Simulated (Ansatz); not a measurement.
**TaN: eigenvalues along the path**

```
CELL_PARAMETERS angstrom
3.07020 0.00000 0.00000
-1.53510 2.65887 0.00000
0.00000 0.00000 4.97272
ATOMIC_POSITIONS crystal
Ta 0.33333 0.66667 0.00000
Ta 0.66667 0.33333 0.50000
N 0.33333 0.66667 0.38500
N 0.66667 0.33333 0.88500
```

Atoms are numbered in the order listed.

The geometry is COD entry 9008876, unchecked; take it as a test cell. The listed cell was then made from it by scaling, straining or moving an atom.

No spin–orbit coupling, which matters for the heavy atoms here.

The calculation used DFT, LDA, all-electron LAPW, scalar-relativistic (Ansatz 0.2.0).

The runs use a Γ-centred 9×9×5 k mesh, Fermi–Dirac smearing of 0.03 eV, basis error target 1 meV/atom, no spin polarisation.

Path points, in fractions of the reciprocal vectors: Γ (0.000, 0.000, 0.000), M (0.500, 0.000, 0.000), K (0.333, 0.333, 0.000), A (0.000, 0.000, 0.500), L (0.500, 0.000, 0.500), H (0.333, 0.333, 0.500). Levels in eV from the Fermi level; bands 29 to 61, counted from the lowest band of the run. The gap is zero.

```
# k(1/Å) point b29 b30 b31 b32 b33 b34 b35 b36 b37 b38 b39 b40 b41 b42 b43 b44 b45 b46 b47 b48 b49 b50 b51 b52 b53 b54 b55 b56 b57 b58 b59 b60 b61
0.000 Γ -20.53 -20.22 -20.04 -20.01 -20.01 -20.01 -20.01 -19.99 -19.98 -19.98 -19.95 -19.95 -19.94 -19.93 -18.43 -17.12 -8.63 -8.63 -8.30 -7.71 -7.71 -7.47 -0.85 -0.85 -0.23 2.08 2.54 2.54 4.49 5.54 6.46 6.46 10.12
0.236 - -20.47 -20.20 -20.03 -20.01 -20.01 -20.00 -20.00 -19.98 -19.98 -19.98 -19.96 -19.95 -19.94 -19.94 -18.26 -17.00 -8.83 -8.48 -8.18 -7.79 -7.50 -7.41 -1.43 -0.96 0.25 1.22 2.73 3.20 5.10 5.79 6.46 6.88 9.70
0.473 - -20.35 -20.15 -20.03 -20.01 -20.00 -20.00 -19.99 -19.99 -19.99 -19.98 -19.96 -19.96 -19.95 -19.94 -17.84 -16.71 -9.20 -8.17 -8.11 -7.55 -7.27 -6.93 -2.51 -1.00 0.16 1.47 3.05 3.51 5.44 6.41 6.71 8.43 8.58
0.709 - -20.24 -20.11 -20.02 -20.01 -20.00 -20.00 -19.99 -19.99 -19.99 -19.97 -19.97 -19.97 -19.97 -19.94 -17.33 -16.45 -9.40 -8.35 -7.73 -6.90 -6.87 -6.14 -3.28 -0.55 -0.55 2.19 3.17 3.29 5.22 5.98 6.90 7.86 8.43
0.945 - -20.17 -20.08 -20.02 -20.01 -20.01 -20.00 -20.00 -19.99 -19.99 -19.98 -19.97 -19.97 -19.97 -19.94 -16.95 -16.33 -9.34 -8.58 -7.51 -6.40 -6.31 -5.43 -3.10 -0.94 0.49 1.50 2.38 3.55 4.45 4.91 6.27 7.06 9.11
1.182 M -20.15 -20.07 -20.02 -20.01 -20.01 -20.00 -19.99 -19.99 -19.98 -19.98 -19.97 -19.97 -19.96 -19.94 -16.82 -16.31 -9.24 -8.70 -7.45 -6.24 -6.10 -5.14 -2.39 -1.04 0.42 1.34 1.95 3.59 4.17 4.30 5.88 6.37 10.08
1.318 - -20.15 -20.07 -20.02 -20.02 -20.00 -20.00 -19.99 -19.99 -19.98 -19.98 -19.97 -19.97 -19.96 -19.94 -16.78 -16.30 -9.18 -8.60 -7.51 -6.23 -6.17 -5.14 -2.36 -1.09 0.00 1.30 1.70 3.67 4.49 4.56 6.01 6.60 10.05
1.454 - -20.13 -20.06 -20.03 -20.02 -20.00 -20.00 -19.99 -19.99 -19.98 -19.98 -19.97 -19.97 -19.96 -19.95 -16.67 -16.26 -9.02 -8.28 -7.63 -6.35 -6.23 -5.18 -2.27 -1.29 -0.76 0.95 1.42 3.64 5.26 5.33 6.35 7.04 9.98
1.591 - -20.12 -20.06 -20.04 -20.03 -20.00 -20.00 -19.99 -19.99 -19.98 -19.98 -19.97 -19.97 -19.96 -19.96 -16.53 -16.22 -8.87 -7.77 -7.63 -6.58 -6.28 -5.34 -2.12 -1.86 -1.18 0.17 1.58 3.57 6.14 6.16 6.80 7.35 9.94
1.727 - -20.10 -20.06 -20.04 -20.03 -20.00 -19.99 -19.99 -19.99 -19.98 -19.98 -19.97 -19.97 -19.96 -19.96 -16.39 -16.23 -8.82 -7.42 -7.08 -6.84 -6.36 -5.70 -2.36 -1.88 -1.43 -0.56 1.83 3.55 6.69 6.89 7.22 7.40 10.11
1.864 K -20.08 -20.08 -20.04 -20.04 -20.00 -19.99 -19.99 -19.99 -19.98 -19.98 -19.97 -19.96 -19.96 -19.96 -16.29 -16.29 -8.82 -7.12 -7.12 -6.46 -6.46 -6.14 -2.51 -1.62 -1.62 -0.93 1.96 3.55 6.98 6.98 7.38 7.38 10.62
2.137 - -20.12 -20.06 -20.04 -20.03 -20.00 -20.00 -19.99 -19.99 -19.98 -19.98 -19.97 -19.97 -19.96 -19.96 -16.57 -16.21 -8.74 -7.97 -7.22 -6.81 -6.72 -5.39 -2.66 -1.69 -0.71 0.30 1.32 3.44 6.41 6.86 7.23 7.46 9.55
2.409 - -20.20 -20.09 -20.03 -20.01 -20.00 -20.00 -19.99 -19.99 -19.98 -19.98 -19.97 -19.97 -19.96 -19.95 -17.05 -16.32 -8.88 -8.51 -7.57 -7.41 -6.65 -5.69 -2.90 -1.67 0.32 1.30 2.39 3.32 5.75 6.47 6.99 8.30 8.38
2.682 - -20.31 -20.14 -20.02 -20.02 -20.00 -20.00 -19.99 -19.99 -19.99 -19.98 -19.97 -19.96 -19.95 -19.95 -17.67 -16.60 -9.14 -8.31 -7.86 -7.82 -7.04 -6.61 -2.52 -1.55 0.42 1.46 3.25 3.46 5.62 6.12 7.19 8.10 9.19
2.955 - -20.46 -20.19 -20.03 -20.01 -20.01 -20.00 -20.00 -19.99 -19.98 -19.98 -19.96 -19.95 -19.94 -19.94 -18.21 -16.96 -8.87 -8.45 -8.14 -7.82 -7.42 -7.39 -1.54 -1.05 0.40 1.09 2.78 3.28 5.27 5.77 6.53 7.03 9.57
3.228 Γ -20.53 -20.22 -20.04 -20.01 -20.01 -20.01 -20.01 -19.99 -19.98 -19.98 -19.95 -19.95 -19.94 -19.93 -18.43 -17.12 -8.63 -8.63 -8.30 -7.71 -7.71 -7.47 -0.85 -0.85 -0.23 2.08 2.54 2.54 4.49 5.54 6.46 6.46 10.12
3.354 - -20.52 -20.22 -20.04 -20.01 -20.01 -20.01 -20.01 -19.99 -19.98 -19.98 -19.95 -19.95 -19.94 -19.93 -18.38 -17.13 -8.61 -8.61 -8.37 -7.74 -7.74 -7.60 -0.76 -0.76 -0.09 2.23 2.54 2.54 4.60 5.53 6.39 6.39 9.95
3.481 - -20.47 -20.23 -20.03 -20.01 -20.01 -20.01 -20.01 -19.99 -19.97 -19.97 -19.95 -19.95 -19.94 -19.93 -18.25 -17.17 -8.57 -8.57 -8.56 -7.95 -7.84 -7.84 -0.48 -0.48 0.30 2.46 2.46 2.51 4.94 5.60 6.29 6.29 9.49
3.607 - -20.42 -20.25 -20.03 -20.02 -20.02 -20.01 -20.01 -20.00 -19.97 -19.97 -19.95 -19.95 -19.94 -19.94 -18.04 -17.24 -8.77 -8.50 -8.50 -8.36 -7.97 -7.97 -0.05 -0.05 0.82 2.20 2.20 2.59 5.47 5.96 6.36 6.36 8.83
3.733 - -20.36 -20.28 -20.02 -20.02 -20.02 -20.02 -20.02 -20.00 -19.96 -19.96 -19.95 -19.95 -19.94 -19.94 -17.80 -17.38 -8.90 -8.70 -8.40 -8.40 -8.12 -8.12 0.50 0.50 1.38 1.73 1.73 2.35 6.09 6.44 6.72 6.72 8.07
3.860 A -20.32 -20.32 -20.02 -20.02 -20.02 -20.02 -20.01 -20.01 -19.95 -19.95 -19.95 -19.95 -19.94 -19.94 -17.57 -17.57 -8.89 -8.89 -8.27 -8.27 -8.27 -8.27 1.12 1.12 1.12 1.12 1.91 1.91 6.52 6.52 7.33 7.33 7.33
4.096 - -20.29 -20.29 -20.02 -20.02 -20.02 -20.02 -20.01 -20.01 -19.96 -19.96 -19.95 -19.95 -19.94 -19.94 -17.42 -17.42 -9.11 -9.11 -8.09 -8.09 -8.08 -8.08 0.77 0.77 1.03 1.03 2.25 2.25 6.49 6.49 7.52 7.52 7.53
4.332 - -20.23 -20.23 -20.02 -20.02 -20.01 -20.01 -20.00 -20.00 -19.97 -19.97 -19.96 -19.96 -19.95 -19.95 -17.08 -17.08 -9.42 -9.42 -7.75 -7.75 -7.60 -7.60 0.10 0.10 0.91 0.91 2.80 2.80 6.72 6.72 7.72 7.72 7.81
4.569 - -20.17 -20.17 -20.01 -20.01 -20.01 -20.01 -20.00 -20.00 -19.97 -19.97 -19.97 -19.97 -19.95 -19.95 -16.73 -16.73 -9.60 -9.60 -7.26 -7.26 -7.00 -7.00 -0.47 -0.47 1.08 1.08 3.00 3.00 6.22 6.22 7.45 7.45 8.59
4.805 - -20.13 -20.13 -20.01 -20.01 -20.00 -20.00 -20.00 -20.00 -19.98 -19.98 -19.97 -19.97 -19.96 -19.96 -16.53 -16.53 -9.65 -9.65 -6.68 -6.68 -6.54 -6.54 -0.61 -0.61 1.67 1.67 2.60 2.60 5.15 5.15 6.36 6.36 9.56
5.041 L -20.12 -20.12 -20.01 -20.01 -20.00 -20.00 -19.99 -19.99 -19.98 -19.98 -19.97 -19.97 -19.96 -19.96 -16.47 -16.47 -9.66 -9.66 -6.41 -6.41 -6.38 -6.38 -0.44 -0.44 2.04 2.04 2.15 2.15 4.82 4.82 5.62 5.62 9.65
5.178 - -20.12 -20.12 -20.01 -20.01 -20.00 -20.00 -19.99 -19.99 -19.98 -19.98 -19.97 -19.97 -19.96 -19.96 -16.44 -16.44 -9.58 -9.58 -6.57 -6.57 -6.29 -6.29 -0.51 -0.51 1.70 1.70 2.43 2.43 4.72 4.72 5.90 5.90 9.78
5.314 - -20.11 -20.11 -20.01 -20.01 -20.00 -20.00 -19.99 -19.99 -19.98 -19.98 -19.98 -19.98 -19.96 -19.96 -16.37 -16.37 -9.37 -9.37 -6.83 -6.83 -6.23 -6.23 -0.78 -0.78 1.51 1.51 2.63 2.63 4.58 4.58 6.45 6.45 10.18
5.451 - -20.10 -20.10 -20.01 -20.01 -20.00 -20.00 -19.99 -19.99 -19.98 -19.98 -19.97 -19.97 -19.97 -19.97 -16.29 -16.29 -9.07 -9.07 -7.14 -7.14 -6.17 -6.17 -1.28 -1.28 1.61 1.61 2.75 2.75 4.45 4.45 6.98 6.98 10.81
5.587 - -20.09 -20.09 -20.02 -20.02 -20.00 -20.00 -19.99 -19.99 -19.98 -19.98 -19.97 -19.97 -19.97 -19.97 -16.23 -16.23 -8.77 -8.77 -7.41 -7.41 -6.08 -6.08 -1.76 -1.76 1.80 1.80 2.83 2.83 4.34 4.34 7.28 7.28 11.61
5.724 H -20.09 -20.09 -20.02 -20.02 -20.00 -20.00 -19.99 -19.99 -19.98 -19.98 -19.97 -19.97 -19.97 -19.97 -16.21 -16.21 -8.63 -8.63 -7.53 -7.53 -6.03 -6.03 -1.97 -1.97 1.89 1.89 2.87 2.87 4.28 4.28 7.35 7.35 12.18
5.996 - -20.10 -20.10 -20.01 -20.01 -20.00 -20.00 -19.99 -19.99 -19.98 -19.98 -19.97 -19.97 -19.97 -19.97 -16.29 -16.29 -8.96 -8.96 -7.35 -7.35 -6.29 -6.29 -1.22 -1.22 1.57 1.57 2.66 2.66 4.58 4.58 7.46 7.46 10.92
6.269 - -20.14 -20.14 -20.01 -20.01 -20.00 -20.00 -20.00 -20.00 -19.98 -19.98 -19.97 -19.97 -19.96 -19.96 -16.55 -16.55 -9.35 -9.35 -7.54 -7.54 -6.64 -6.64 -0.38 -0.38 0.83 0.83 2.99 2.99 5.49 5.49 7.87 7.87 9.26
6.542 - -20.21 -20.21 -20.02 -20.02 -20.01 -20.01 -20.00 -20.00 -19.97 -19.97 -19.96 -19.96 -19.96 -19.96 -16.95 -16.95 -9.43 -9.43 -7.85 -7.85 -7.27 -7.27 0.10 0.10 0.64 0.64 2.99 2.99 6.68 6.68 7.63 7.63 8.14
6.815 - -20.28 -20.28 -20.02 -20.02 -20.02 -20.02 -20.01 -20.01 -19.96 -19.96 -19.95 -19.95 -19.94 -19.94 -17.38 -17.38 -9.16 -9.16 -8.09 -8.09 -7.98 -7.98 0.72 0.72 0.95 0.95 2.35 2.35 6.51 6.51 7.46 7.46 7.68
7.088 A -20.32 -20.32 -20.02 -20.02 -20.02 -20.02 -20.01 -20.01 -19.95 -19.95 -19.95 -19.95 -19.94 -19.94 -17.57 -17.57 -8.89 -8.89 -8.27 -8.27 -8.27 -8.27 1.12 1.12 1.12 1.12 1.91 1.91 6.52 6.52 7.33 7.33 7.33
```
